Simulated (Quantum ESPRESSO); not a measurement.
# Sb (I4/mmm) in Quantum ESPRESSO: notebook

Aim: see how the results for Sb move with the level of theory and the settings. Levels: PBEsol, LDA. Tasks: band structure, single point, equation of state.

Program: Quantum ESPRESSO 7.5. These are calculated values, not measurements. Logs are shortened: lines on timing, memory, paths and dates and some standing lists are left out, and cuts for length are marked.

## Step 1: The crystal as given

Symmetry: I4/mmm, No. 139, tetragonal system. Conventional cell: a = 3.153 Å, b = 3.153 Å, c = 5.424 Å, α = 90.00°, β = 90.00°, γ = 90.00°. Sb (site symmetry 4/mmm) has 12 Sb at 3.15 to 3.51 Å as nearest neighbours.

This isn't the form of Sb at room conditions, which is rhombohedral.

## Step 2: Band structure, PBEsol

File pw.in:

```
&CONTROL
  calculation = 'scf'
  prefix = 'pwscf'
  outdir = './tmp'
  pseudo_dir = './pseudo'
  tprnfor = .true.
  tstress = .true.
  disk_io = 'low'
/
&SYSTEM
  ibrav = 0
  celldm(1) = 8
  nat = 1
  ntyp = 1
  ecutwfc = 45
  ecutrho = 360
  nbnd = 13
  occupations = 'smearing'
  smearing = 'fd'
  degauss = 0.00367493
/
&ELECTRONS
  conv_thr = 2d-10
  electron_maxstep = 120
  mixing_beta = 0.5
/
ATOMIC_SPECIES
Sb   121.7600 sb_pbesol_v1.4.uspp.F.UPF
CELL_PARAMETERS alat
 -0.3724036463158   0.3724036463158   0.6406026127505
  0.3724036463158  -0.3724036463158   0.6406026127505
  0.3724036463158   0.3724036463158  -0.6406026127505
ATOMIC_POSITIONS crystal
Sb     0.0000000000    0.0000000000    0.0000000000
K_POINTS automatic
12 12 12 0 0 0
```

File bands.in:

```
&CONTROL
  calculation = 'bands'
  prefix = 'pwscf'
  outdir = './tmp'
  pseudo_dir = './pseudo'
  disk_io = 'low'
  verbosity = 'high'
/
&SYSTEM
  ibrav = 0
  celldm(1) = 8
  nat = 1
  ntyp = 1
  ecutwfc = 45
  ecutrho = 360
  nbnd = 13
  occupations = 'smearing'
  smearing = 'fd'
  degauss = 0.00367493
/
&ELECTRONS
  conv_thr = 1d-08
  electron_maxstep = 120
  mixing_beta = 0.5
  diago_full_acc = .true.
  startingwfc = 'random'
/
ATOMIC_SPECIES
Sb   121.7600 sb_pbesol_v1.4.uspp.F.UPF
CELL_PARAMETERS alat
 -0.3724036463158   0.3724036463158   0.6406026127505
  0.3724036463158  -0.3724036463158   0.6406026127505
  0.3724036463158   0.3724036463158  -0.6406026127505
ATOMIC_POSITIONS crystal
Sb     0.0000000000    0.0000000000    0.0000000000
K_POINTS crystal
60
 0.0000000000  0.0000000000  0.0000000000 1
 0.0000000000  0.0000000000  0.0625000000 1
 0.0000000000  0.0000000000  0.1250000000 1
 0.0000000000  0.0000000000  0.1875000000 1
 0.0000000000  0.0000000000  0.2500000000 1
 0.0000000000  0.0000000000  0.3125000000 1
 0.0000000000  0.0000000000  0.3750000000 1
 0.0000000000  0.0000000000  0.4375000000 1
 0.0000000000  0.0000000000  0.5000000000 1
-0.0844871084  0.0844871084  0.5000000000 1
-0.1689742169  0.1689742169  0.5000000000 1
-0.2241451807  0.2241451807  0.4448290361 1
-0.2793161446  0.2793161446  0.3896580723 1
-0.3344871084  0.3344871084  0.3344871084 1
-0.2926762199  0.2926762199  0.2926762199 1
-0.2508653313  0.2508653313  0.2508653313 1
-0.2090544428  0.2090544428  0.2090544428 1
-0.1672435542  0.1672435542  0.1672435542 1
-0.1254326657  0.1254326657  0.1254326657 1
-0.0836217771  0.0836217771  0.0836217771 1
-0.0418108886  0.0418108886  0.0418108886 1
 0.0000000000  0.0000000000  0.0000000000 1
 0.0714285714  0.0714285714 -0.0714285714 1
 0.1428571429  0.1428571429 -0.1428571429 1
 0.2142857143  0.2142857143 -0.2142857143 1
 0.2857142857  0.2857142857 -0.2857142857 1
 0.3571428571  0.3571428571 -0.3571428571 1
 0.4285714286  0.4285714286 -0.4285714286 1
 0.5000000000  0.5000000000 -0.5000000000 1
 0.4586217771  0.5413782229 -0.4586217771 1
 0.4172435542  0.5827564458 -0.4172435542 1
 0.3758653313  0.6241346687 -0.3758653313 1
 0.3344871084  0.6655128916 -0.3344871084 1
 0.2508653313  0.6241346687 -0.2508653313 1
 0.1672435542  0.5827564458 -0.1672435542 1
 0.0836217771  0.5413782229 -0.0836217771 1
 0.0000000000  0.5000000000  0.0000000000 1
 0.0416666667  0.4583333333  0.0416666667 1
 0.0833333333  0.4166666667  0.0833333333 1
 0.1250000000  0.3750000000  0.1250000000 1
 0.1666666667  0.3333333333  0.1666666667 1
 0.2083333333  0.2916666667  0.2083333333 1
 0.2500000000  0.2500000000  0.2500000000 1
 0.3000000000  0.3000000000  0.1662051566 1
 0.3500000000  0.3500000000  0.0824103133 1
 0.4000000000  0.4000000000 -0.0013845301 1
 0.4500000000  0.4500000000 -0.0851793735 1
 0.5000000000  0.5000000000 -0.1689742169 1
 0.5000000000  0.5000000000 -0.2162636145 1
 0.5000000000  0.5000000000 -0.2635530121 1
 0.5000000000  0.5000000000 -0.3108424096 1
 0.5000000000  0.5000000000 -0.3581318072 1
 0.5000000000  0.5000000000 -0.4054212048 1
 0.5000000000  0.5000000000 -0.4527106024 1
 0.5000000000  0.5000000000 -0.5000000000 1
 0.0000000000  0.0000000000  0.5000000000 1
 0.0625000000  0.0625000000  0.4375000000 1
 0.1250000000  0.1250000000  0.3750000000 1
 0.1875000000  0.1875000000  0.3125000000 1
 0.2500000000  0.2500000000  0.2500000000 1
```

Potentials or basis: GBRV 1.5 PBEsol.

On the command line:

```sh
$ OMP_NUM_THREADS=1 mpirun -n 2 pw.x -nk 2 -in pw.in > pw.out
$ OMP_NUM_THREADS=1 mpirun -n 2 pw.x -nk 2 -in bands.in > bands.out
```

pw.out:

```text
This program is part of the open-source Quantum ESPRESSO suite
     for quantum simulation of materials; please cite
[... 6 lines left out ...]
     using ibrav=0 with symmetry is DISCOURAGED, use correct ibrav instead

     K-points division:     npool     =       2
     Subspace diagonalization in iterative solution of the eigenvalue problem:
     a serial algorithm will be used

     G-vector sticks info
     --------------------
     sticks:   dense  smooth     PW     G-vecs:    dense   smooth      PW
     Sum        1231     617    239                20919     7429    1789

     Using Slab Decomposition

     bravais-lattice index     =            0
     lattice parameter (alat)  =       8.0000  a.u.
     unit-cell volume          =     181.9477 (a.u.)^3
     number of atoms/cell      =            1
     number of atomic types    =            1
     number of electrons       =        15.00
     number of Kohn-Sham states=           13
     kinetic-energy cutoff     =      45.0000  Ry
     charge density cutoff     =     360.0000  Ry
     scf convergence threshold =      2.0E-10
     mixing beta               =       0.5000
     number of iterations used =            8  plain     mixing
     Exchange-correlation= SLA  PW   PSX  PSC
                           (   1   4  10   8   0   0   0)

     celldm(1)=   8.000000  celldm(2)=   0.000000  celldm(3)=   0.000000
     celldm(4)=   0.000000  celldm(5)=   0.000000  celldm(6)=   0.000000

     crystal axes: (cart. coord. in units of alat)
               a(1) = (  -0.372404   0.372404   0.640603 )
               a(2) = (   0.372404  -0.372404   0.640603 )
               a(3) = (   0.372404   0.372404  -0.640603 )

     reciprocal axes: (cart. coord. in units 2 pi/alat)
               b(1) = ( -0.000000  1.342629  0.780515 )
               b(2) = (  1.342629 -0.000000  0.780515 )
               b(3) = (  1.342629  1.342629  0.000000 )

     PseudoPot. # 1 for Sb read from file:
     sb_pbesol_v1.4.uspp.F.UPF
     Pseudo is Ultrasoft + core correction, Zval = 15.0
     Generated by new atomic code, or converted to UPF format
     Using radial grid of  891 points,  6 beta functions with:
                l(1) =   0
                l(2) =   0
                l(3) =   1
                l(4) =   1
                l(5) =   2
                l(6) =   2
     Q(r) pseudized with  8 coefficients,  rinner =    1.350   1.350   1.350
                                                       1.350   1.350

     atomic species   valence    mass     pseudopotential
     Sb               15.00   121.76000     Sb( 1.00)

     16 Sym. Ops., with inversion, found

   Cartesian axes

     site n.     atom                  positions (alat units)
         1        Sb     tau(   1) = (   0.0000000   0.0000000   0.0000000  )

     number of k points=   163  Fermi-Dirac smearing, width (Ry)=  0.0037

     Number of k-points >= 100: set verbosity='high' to print them.

     Dense  grid:    20919 G-vectors     FFT dimensions: (  45,  45,  45)

     Smooth grid:     7429 G-vectors     FFT dimensions: (  30,  30,  30)

     Check: negative core charge=   -0.000003

     Initial potential from superposition of free atoms

     starting charge      14.0000, renormalised to      15.0000
     Starting wfcs are    9 randomized atomic wfcs +    4 random wfcs

     Self-consistent Calculation

     iteration #  1     ecut=    45.00 Ry     beta= 0.50
     Davidson diagonalization with overlap
     ethr =  1.00E-02,  avg # of iterations =  5.7

     total energy              =    -184.38054876 Ry
     estimated scf accuracy    <       1.01322467 Ry

     iteration #  2     ecut=    45.00 Ry     beta= 0.50
     Davidson diagonalization with overlap
     ethr =  6.75E-03,  avg # of iterations =  2.0

     total energy              =    -184.58162756 Ry
     estimated scf accuracy    <       0.01186024 Ry

     iteration #  3     ecut=    45.00 Ry     beta= 0.50
     Davidson diagonalization with overlap
     ethr =  7.91E-05,  avg # of iterations =  3.4

     total energy              =    -184.58230412 Ry
     estimated scf accuracy    <       0.00136805 Ry

     iteration #  4     ecut=    45.00 Ry     beta= 0.50
     Davidson diagonalization with overlap
     ethr =  9.12E-06,  avg # of iterations =  2.6

     total energy              =    -184.58241132 Ry
     estimated scf accuracy    <       0.00000765 Ry

     iteration #  5     ecut=    45.00 Ry     beta= 0.50
     Davidson diagonalization with overlap
     ethr =  5.10E-08,  avg # of iterations =  3.0

     total energy              =    -184.58241520 Ry
     estimated scf accuracy    <       0.00000064 Ry

     iteration #  6     ecut=    45.00 Ry     beta= 0.50
     Davidson diagonalization with overlap
     ethr =  4.25E-09,  avg # of iterations =  2.0

     total energy              =    -184.58241530 Ry
     estimated scf accuracy    <          7.1E-09 Ry

     iteration #  7     ecut=    45.00 Ry     beta= 0.50
     Davidson diagonalization with overlap
     ethr =  4.71E-11,  avg # of iterations =  2.3

     total energy              =    -184.58241530 Ry
     estimated scf accuracy    <          1.1E-09 Ry

     iteration #  8     ecut=    45.00 Ry     beta= 0.50
     Davidson diagonalization with overlap
     ethr =  7.30E-12,  avg # of iterations =  2.0

     End of self-consistent calculation

     Number of k-points >= 100: set verbosity='high' to print the bands.

     the Fermi energy is    11.6743 ev

!    total energy              =    -184.58241530 Ry
     estimated scf accuracy    <          3.1E-11 Ry
     smearing contrib. (-TS)   =      -0.00040531 Ry
     internal energy E=F+TS    =    -184.58200999 Ry

     The total energy is F=E-TS. E is the sum of the following terms:
     one-electron contribution =     -71.34011678 Ry
     hartree contribution      =      44.85103026 Ry
     xc contribution           =     -43.57580176 Ry
     ewald contribution        =    -114.51712171 Ry

     convergence has been achieved in   8 iterations

     Forces acting on atoms (cartesian axes, Ry/au):

     atom    1 type  1   force =     0.00000000    0.00000000    0.00000000

     Total force =     0.000000     Total SCF correction =     0.000000

     Computing stress (Cartesian axis) and pressure

          total   stress  (Ry/bohr**3)                   (kbar)     P=      -14.22
  -0.00008325  -0.00000000  -0.00000000          -12.25       -0.00       -0.00
  -0.00000000  -0.00008325  -0.00000000           -0.00      -12.25       -0.00
  -0.00000000  -0.00000000  -0.00012345           -0.00       -0.00      -18.16

=------------------------------------------------------------------------------=
   JOB DONE.
=------------------------------------------------------------------------------=
```

Run time: 18 s. Hardware: 2 MPI ranks of Intel Xeon Platinum 8488C (Sapphire Rapids), shared host; peak memory 0.22 GiB.

What came out:

- Free energy: -2511.3717 eV
- Pressure: -1.4 GPa
- Band gap on the k mesh: none (metal or under the smearing width)

Levels at the corners of the path, in eV from the Fermi level:
```
point  band 4  band 5  band 6  band 7  band 8  band 9  band 10  band 11  band 12  band 13
    Γ  -29.22  -29.16  -12.96    4.62    5.43    5.43     9.96    10.86    11.12    11.34
    X  -29.18  -29.09   -6.67   -4.40   -1.01    0.60     3.48     4.43    16.08    16.22
    Y  -29.19  -29.15   -7.29   -3.42   -2.25   -1.80     7.38     8.79    16.95    17.15
    S  -29.18  -29.18   -8.43   -4.04   -3.92    3.70     7.49    14.86    15.28    15.39
    Γ  -29.22  -29.16  -12.96    4.62    5.43    5.43     9.96    10.86    11.12    11.34
    Z  -29.17  -29.15   -9.28   -5.68    2.12    2.12     6.05     6.16    22.00    22.00
   S1  -29.18  -29.18   -8.43   -4.04   -3.92    3.70     7.49    14.86    15.28    15.39
    N  -29.17  -29.15   -9.14   -5.81    1.78    5.37     6.22    10.63    10.69    11.34
    P  -29.19  -29.09   -6.58   -3.15   -3.15   -0.62     6.96     8.87     8.87    10.20
   Y1  -29.19  -29.15   -7.29   -3.42   -2.25   -1.80     7.38     8.79    16.95    17.15
    Z  -29.17  -29.15   -9.28   -5.68    2.12    2.12     6.05     6.16    22.00    22.00
    X  -29.18  -29.09   -6.67   -4.40   -1.01    0.60     3.48     4.43    16.08    16.22
    P  -29.19  -29.09   -6.58   -3.15   -3.15   -0.62     6.96     8.87     8.87    10.20
```

Caveat: spin-orbit coupling is left out, which moves the levels of the heavy elements.

## Step 3: Single point, LDA, 25.34 Å³/atom

File pw.in:

```
&CONTROL
  calculation = 'scf'
  prefix = 'pwscf'
  outdir = './tmp'
  pseudo_dir = './pseudo'
  tstress = .true.
  disk_io = 'nowf'
/
&SYSTEM
  ibrav = 0
  nat = 1
  ntyp = 1
  ecutwfc = 45
  ecutrho = 360
  nbnd = 13
  occupations = 'smearing'
  smearing = 'fd'
  degauss = 0.00367493
/
&ELECTRONS
  conv_thr = 2d-10
  electron_maxstep = 120
  mixing_beta = 0.5
/
ATOMIC_SPECIES
Sb   121.7600 sb_lda_v1.4.uspp.F.UPF
CELL_PARAMETERS angstrom
  -1.5443568632    1.5443568632    2.6565772150
   1.5443568632   -1.5443568632    2.6565772150
   1.5443568632    1.5443568632   -2.6565772150
ATOMIC_POSITIONS crystal
Sb     0.0000000000    0.0000000000    0.0000000000
K_POINTS automatic
12 12 12 0 0 0
```

Potentials or basis: GBRV 1.5 LDA.

On the command line:

```sh
$ OMP_NUM_THREADS=1 mpirun -n 2 pw.x -nk 2 -in pw.in > pw.out
```

Wall time 12 s (2 MPI ranks of Intel Xeon Platinum 8488C (Sapphire Rapids), shared host); peak memory 0.2 GiB.

It converged, with:

```
Free energy            : -2510.9164 eV
Pressure               : 1.7 GPa
Band gap on the k mesh : none (metal or under the smearing width)
```

## Step 4: Single point, LDA, 25.88 Å³/atom

Edit pw.in of step 3 so:

```diff
@@ -27,5 +27,5 @@
 CELL_PARAMETERS angstrom
-  -1.5443568632    1.5443568632    2.6565772150
-   1.5443568632   -1.5443568632    2.6565772150
-   1.5443568632    1.5443568632   -2.6565772150
+  -1.5552329741    1.5552329741    2.6752861216
+   1.5552329741   -1.5552329741    2.6752861216
+   1.5552329741    1.5552329741   -2.6752861216
 ATOMIC_POSITIONS crystal
```

On the command line:

```sh
$ OMP_NUM_THREADS=1 mpirun -n 2 pw.x -nk 2 -in pw.in > pw.out
```

It took 12 s on 2 MPI ranks of Intel Xeon Platinum 8488C (Sapphire Rapids), shared host; peak memory 0.2 GiB.

It converged, with:

- Free energy: -2510.9204 eV
- Pressure: 0.1 GPa
- Band gap on the k mesh: none (metal or under the smearing width)

## Step 5: Single point, LDA, 26.42 Å³/atom

Edit pw.in of step 4 so:

```diff
@@ -27,5 +27,5 @@
 CELL_PARAMETERS angstrom
-  -1.5552329741    1.5552329741    2.6752861216
-   1.5552329741   -1.5552329741    2.6752861216
-   1.5552329741    1.5552329741   -2.6752861216
+  -1.5659590577    1.5659590577    2.6937369538
+   1.5659590577   -1.5659590577    2.6937369538
+   1.5659590577    1.5659590577   -2.6937369538
 ATOMIC_POSITIONS crystal
```

On the command line:

```sh
$ OMP_NUM_THREADS=1 mpirun -n 2 pw.x -nk 2 -in pw.in > pw.out
```

It took 14 s on 2 MPI ranks of Intel Xeon Platinum 8488C (Sapphire Rapids), shared host; peak memory 0.2 GiB.

It converged, with:

```yaml
Free_energy: -2510.9194 eV
Pressure: -1.3 GPa
Band_gap_on_the_k_mesh: none (metal or under the smearing width)
```

## Step 6: Single point, LDA, 26.96 Å³/atom

Edit pw.in of step 5 so:

```diff
@@ -27,5 +27,5 @@
 CELL_PARAMETERS angstrom
-  -1.5659590577    1.5659590577    2.6937369538
-   1.5659590577   -1.5659590577    2.6937369538
-   1.5659590577    1.5659590577   -2.6937369538
+  -1.5765401831    1.5765401831    2.7119384313
+   1.5765401831   -1.5765401831    2.7119384313
+   1.5765401831    1.5765401831   -2.7119384313
 ATOMIC_POSITIONS crystal
```

Potentials or basis: GBRV 1.5 LDA.

On the command line:

```sh
$ OMP_NUM_THREADS=1 mpirun -n 2 pw.x -nk 2 -in pw.in > pw.out
```

Run time: 13 s. Hardware: 2 MPI ranks of Intel Xeon Platinum 8488C (Sapphire Rapids), shared host; peak memory 0.2 GiB.

It converged, with:

```
Free energy            : -2510.9137 eV
Pressure               : -2.6 GPa
Band gap on the k mesh : none (metal or under the smearing width)
```

## Step 7: Single point, LDA, 27.50 Å³/atom

Edit pw.in of step 6 so:

```diff
@@ -27,5 +27,5 @@
 CELL_PARAMETERS angstrom
-  -1.5765401831    1.5765401831    2.7119384313
-   1.5765401831   -1.5765401831    2.7119384313
-   1.5765401831    1.5765401831   -2.7119384313
+  -1.5869811508    1.5869811508    2.7298988119
+   1.5869811508   -1.5869811508    2.7298988119
+   1.5869811508    1.5869811508   -2.7298988119
 ATOMIC_POSITIONS crystal
```

On the command line:

```sh
$ OMP_NUM_THREADS=1 mpirun -n 2 pw.x -nk 2 -in pw.in > pw.out
```

It took 16 s on 2 MPI ranks of Intel Xeon Platinum 8488C (Sapphire Rapids), shared host; peak memory 0.22 GiB.

It converged, with:

```yaml
Free_energy: -2510.9041 eV
Pressure: -3.7 GPa
Band_gap_on_the_k_mesh: none (metal or under the smearing width)
```

## Step 8: Single point, LDA, 28.04 Å³/atom

Edit pw.in of step 7 so:

```diff
@@ -27,5 +27,5 @@
 CELL_PARAMETERS angstrom
-  -1.5869811508    1.5869811508    2.7298988119
-   1.5869811508   -1.5869811508    2.7298988119
-   1.5869811508    1.5869811508   -2.7298988119
+  -1.5972865120    1.5972865120    2.7476259243
+   1.5972865120   -1.5972865120    2.7476259243
+   1.5972865120    1.5972865120   -2.7476259243
 ATOMIC_POSITIONS crystal
```

On the command line:

```sh
$ OMP_NUM_THREADS=1 mpirun -n 2 pw.x -nk 2 -in pw.in > pw.out
```

Run time: 13 s. Hardware: 2 MPI ranks of Intel Xeon Platinum 8488C (Sapphire Rapids), shared host; peak memory 0.22 GiB.

The run converged. Its results:

```
Free energy            : -2510.8908 eV
Pressure               : -4.7 GPa
Band gap on the k mesh : none (metal or under the smearing width)
```

## Step 9: Single point, LDA, 28.58 Å³/atom

Edit pw.in of step 8 so:

```diff
@@ -27,5 +27,5 @@
 CELL_PARAMETERS angstrom
-  -1.5972865120    1.5972865120    2.7476259243
-   1.5972865120   -1.5972865120    2.7476259243
-   1.5972865120    1.5972865120   -2.7476259243
+  -1.6074605858    1.6074605858    2.7651271982
+   1.6074605858   -1.6074605858    2.7651271982
+   1.6074605858    1.6074605858   -2.7651271982
 ATOMIC_POSITIONS crystal
```

Potentials or basis: GBRV 1.5 LDA.

On the command line:

```sh
$ OMP_NUM_THREADS=1 mpirun -n 2 pw.x -nk 2 -in pw.in > pw.out
```

It took 15 s on 2 MPI ranks of Intel Xeon Platinum 8488C (Sapphire Rapids), shared host; peak memory 0.22 GiB.

It converged, with:

* Free energy: -2510.8743 eV
* Pressure: -5.6 GPa
* Band gap on the k mesh: none (metal or under the smearing width)

## Step 10: Equation of state, LDA

This step only gathers the single runs of the series.

What came out:

| Item | Value |
| --- | --- |
| Equilibrium volume | 26.03 Å³/atom |
| Bulk modulus at fixed shape and positions | 71 GPa |
| Pressure derivative of the bulk modulus | 4.6 |

Energy against volume, from the lowest point:
| volume (Å³/atom) | energy (meV/atom) |
| --- | --- |
| 25.344 | 4.03 |
| 25.883 | 0.00 |
| 26.423 | 1.04 |
| 26.962 | 6.68 |
| 27.501 | 16.35 |
| 28.040 | 29.62 |
| 28.580 | 46.10 |

Caveat: the cell was scaled at fixed shape and fractional positions, which overstates the stiffness of a crystal with free parameters, most of all of layers and chains. Spin-orbit coupling is left out, which matters for the levels of Sb.
